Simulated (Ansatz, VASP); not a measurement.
AlRu in VASP and in Ansatz

```
Al Ru
1.0
     3.00408    0.00000    0.00000
     0.00000    3.00408    0.00000
     0.00000    0.00000    3.00408
Al Ru
1 1
Cartesian
  0.0000 0.0000 0.0000
  1.5020 1.5020 1.5020
```

Alike in both runs: task relaxation of cell and atoms; functional PBE; dispersion D3(BJ); k mesh 14 × 14 × 14; occupations gaussian, width 0.1 eV; no spin polarisation.

|  | VASP | Ansatz |
| --- | --- | --- |
| version | VASP 6.6.1 | Ansatz 0.2.0 |
| potentials or method | VASP PAW PBE potentials, release 64 (Al, Ru_pv) | scalar-relativistic, plane waves, PAW |
| plane-wave cutoff (eV) | 600 | 420 |
| valence electrons in the cell | 17 | 19 |

|  | VASP | Ansatz | Ansatz less VASP |
| --- | --- | --- | --- |
| gap on the k mesh at the Fermi level, each at its own relaxed structure (eV) | none | none | - |
| relaxed volume (Å³/atom) | 13.14 | 13.14 | +0.002 |
| relaxed cell length with the largest relative difference (Å) | 2.973 | 2.973 | +0.0002 |
| energy change over the relaxation (meV/atom) | -8 | -8 | +0.2 |

A gap of «none» marks a metal or a gap that the smearing closes. The two sets of potentials don't hold the same shells in valence.

Caveats: pairwise dispersion overbinds metals, which lowers pressure and volume.
